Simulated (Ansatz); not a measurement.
Crystal: TiO2.

```
Ti O
1.0
    -2.97316    3.28737    3.28740
     2.97316   -3.28737    3.28740
     2.97316    3.28737   -3.28740
Ti O
4 8
Direct
  0.00000 0.50000 0.00000
  0.00000 0.00000 0.50000
  0.49524 0.24524 0.25000
  0.50475 0.75475 0.75000
  0.69508 0.69523 0.50015
  0.69508 0.19493 0.99985
  0.80452 0.74962 0.05490
  0.19472 0.74962 0.44510
  0.80528 0.25038 0.55490
  0.30492 0.80507 0.00015
  0.19548 0.25038 0.94510
  0.30492 0.30477 0.49985
```

The cell is a database's computed one.

Below is the output of Ansatz 0.2.0 for this cell. Logs are shortened: lines on timing, memory, paths and dates and some standing lists are left out, and cuts for length are marked.

```text
Warning: RAYON_NUM_THREADS=4 ignored (pool sized by the plan → 4); use --threads N
Engine: ansatz 0.2.0, aarch64-unknown-linux-gnu
Pseudopotentials: kind: paw
Pseudopotential: Ti, paw, valence charge 12, recommended cutoff 420 eV (normal), Ti.paw.azcp
Pseudopotential: O, paw, valence charge 6, recommended cutoff 420 eV (normal), O.paw.azcp
Functional definition: PBE
  parameter kappa = 0.804
  parameter beta = 0.06672455060314922
  exchange = pbe_x(kappa = kappa, mu = beta*pi^2/3)
  correlation = pbe_c(beta = beta)
Crystal: 12 atoms, lattice volume = 128.523 Å³
Basis set: ecut = 500 eV, 3215 PW (Γ), exchange–correlation on 90×90×90 points (8 copies of the dense FFT grid, shifted against one another)
[... 38 lines left out ...]
  E_vpaw       = -949.995538  (= ΣTr[D̂ρ^β])
  E_aug_tail   = 0.009179  (compensation charges beyond the density's cutoff)
  E_ewald      = -7117.352114
  E_smearing   = -0.000000  (= −TS)
  E_closure    = -0.000000  (closes the sum)
  Σ components = -14554.650297   (vs F -14554.650297, Δ=0.00e0)
--- Forces (eV/Å), atoms counted from 1 ---
  atom   1  Ti    -0.00000000     0.00000000     0.00000000
  atom   2  Ti     0.00000000     0.00000000    -0.00000000
  atom   3  Ti    -0.00000000     0.00000000     0.01495885
  atom   4  Ti     0.00000000     0.00000000    -0.01495885
  atom   5  O      0.02277269     0.00000000    -0.04649445
  atom   6  O     -0.02277269     0.00000000    -0.04649445
  atom   7  O     -0.00000000     0.05731876     0.01827834
  atom   8  O      0.00000000    -0.05731876     0.01827834
  atom   9  O     -0.00000000     0.05731876    -0.01827834
  atom  10  O      0.02277269     0.00000000     0.04649445
  atom  11  O      0.00000000    -0.05731876    -0.01827834
  atom  12  O     -0.02277269    -0.00000000     0.04649445
  max |Σ_I F_I| component: 2.78e-17 eV/Å
--- Stress (GPa, compression-positive) ---
       -1.887189       0.000000       0.000000
        0.000000      -1.126449      -0.000000
        0.000000      -0.000000      -1.035532
  P = ⅓ Tr σ = -1.3497 GPa (-13.497 kbar)
--- Band table (eV; the first three rows and the last of 46) ---
  k-point 0: bands = ["-48.2394", "-48.2232", "-48.1972", "-48.1900", "-24.7508", "-24.7447", "-24.5312", "-24.5298", "-24.4042", "-24.3965", "-24.3900", "-24.3845", "-24.3845", "-24.3815", "-24.3445", "-24.3142", "-9.3647", "-8.2405", "-8.1271", "-8.1269", "-7.8614", "-7.8602", "-7.5703", "-7.5685", "3.0692", "3.5107", "3.9819", "4.1477", "4.1485", "4.2356", "4.2384", "5.0001", "5.0003", "5.2647", "5.2661", "5.9923", "5.9949", "6.1914", "6.1941", "6.7948", "7.4776", "7.4841", "8.0174", "8.0235", "8.0237", "8.2546", "8.2562", "8.6916", "10.5293", "10.8090", "11.0686", "11.1217", "11.1443", "11.2310", "11.2538", "11.8233", "11.8318", "11.8473", "11.8627", "12.8882"]
  k-point 1: bands = ["-48.2362", "-48.2213", "-48.1998", "-48.1926", "-24.7258", "-24.7180", "-24.5233", "-24.5158", "-24.4204", "-24.4139", "-24.3906", "-24.3826", "-24.3786", "-24.3771", "-24.3706", "-24.3442", "-9.2505", "-8.2031", "-8.1772", "-8.0920", "-7.9289", "-7.8391", "-7.6513", "-7.6103", "3.2413", "3.6503", "3.9945", "4.1313", "4.1610", "4.2913", "4.4120", "4.9163", "4.9226", "5.2001", "5.3797", "6.1174", "6.1453", "6.2070", "6.3570", "6.6088", "7.2954", "7.3871", "7.5701", "7.8578", "7.9623", "7.9843", "8.0513", "8.6092", "10.7397", "10.9915", "11.0583", "11.0797", "11.2842", "11.2892", "11.3885", "11.7514", "11.7865", "11.8265", "12.0440", "13.0052"]
  k-point 2: bands = ["-48.2278", "-48.2160", "-48.2068", "-48.1994", "-24.6561", "-24.6441", "-24.5050", "-24.4823", "-24.4512", "-24.4473", "-24.4311", "-24.4272", "-24.3927", "-24.3831", "-24.3781", "-24.3721", "-8.9480", "-8.2737", "-8.1073", "-8.0792", "-7.9949", "-7.8591", "-7.8396", "-7.7172", "3.5743", "4.1073", "4.1545", "4.2049", "4.2055", "4.3533", "4.5473", "4.7968", "5.0138", "5.1414", "5.6104", "5.8190", "6.3266", "6.4028", "6.4204", "6.6143", "6.6764", "6.8093", "7.1924", "7.5246", "7.6360", "7.6786", "7.9691", "8.3309", "10.9284", "10.9852", "11.0278", "11.4029", "11.5373", "11.6168", "11.6624", "11.6909", "11.7012", "11.8546", "12.2577", "12.7065"]
  k-point 45: bands = ["-48.2348", "-48.2275", "-48.1973", "-48.1901", "-24.7514", "-24.7454", "-24.5417", "-24.5405", "-24.4023", "-24.3947", "-24.3887", "-24.3832", "-24.3777", "-24.3750", "-24.3321", "-24.3264", "-8.7291", "-8.7275", "-8.0430", "-8.0429", "-7.9663", "-7.9651", "-7.6891", "-7.6872", "3.3048", "3.3071", "4.3402", "4.3447", "4.9362", "4.9363", "5.1174", "5.1179", "5.1528", "5.1530", "5.9321", "5.9336", "5.9615", "5.9670", "6.4666", "6.4714", "6.5926", "6.5980", "7.2945", "7.2957", "7.4370", "7.4396", "7.6433", "7.6474", "10.5579", "10.5660", "11.1631", "11.1652", "11.5724", "11.5738", "11.8067", "11.8215", "12.2495", "12.2586", "12.4190", "12.4233"]
```

**Question.** What input gives this log?

**Answer.** Single point with PBE, no spin polarisation. The files as run (others can give the same):

input.yaml
```yaml
crystal:
  lattice:
    - [-2.97316, 3.287369, 3.287402]
    - [2.97316, -3.287369, 3.287402]
    - [2.97316, 3.287369, -3.287402]
  atoms:
    - { symbol: Ti, position: [0.0, 0.5, 0.0] }
    - { symbol: Ti, position: [0.0, 0.0, 0.5] }
    - { symbol: Ti, position: [0.495245, 0.245245, 0.25] }
    - { symbol: Ti, position: [0.504755, 0.754755, 0.75] }
    - { symbol: O, position: [0.695081, 0.69523, 0.500149] }
    - { symbol: O, position: [0.695081, 0.194932, 0.999851] }
    - { symbol: O, position: [0.804516, 0.749617, 0.054899] }
    - { symbol: O, position: [0.194718, 0.749617, 0.445101] }
    - { symbol: O, position: [0.805282, 0.250383, 0.554899] }
    - { symbol: O, position: [0.304919, 0.805068, 0.000149] }
    - { symbol: O, position: [0.195484, 0.250383, 0.945101] }
    - { symbol: O, position: [0.304919, 0.30477, 0.499851] }
hamiltonian:
  xc: pbe
  pseudopotentials: { kind: paw }
kpoints:
  mp_grid: { grid: [6, 6, 6] }
scf:
  occupations: { method: fermi_dirac, width: 0.05 }
basis:
  ecutwfc: "500 eV"
output:
  forces: true
  stress: true
  eigenvalues: true
  write_density: true
  write_potential: true
  elf: true
  volumetric_format: npy
```

Potentials or basis: Ansatz PAW.
Run with:
```console
$ ansatz run input.yaml --threads 4 --pin off --max-ram 11264MiB --backend cpu --events-out ev --progress --plain --runs-dir out
```
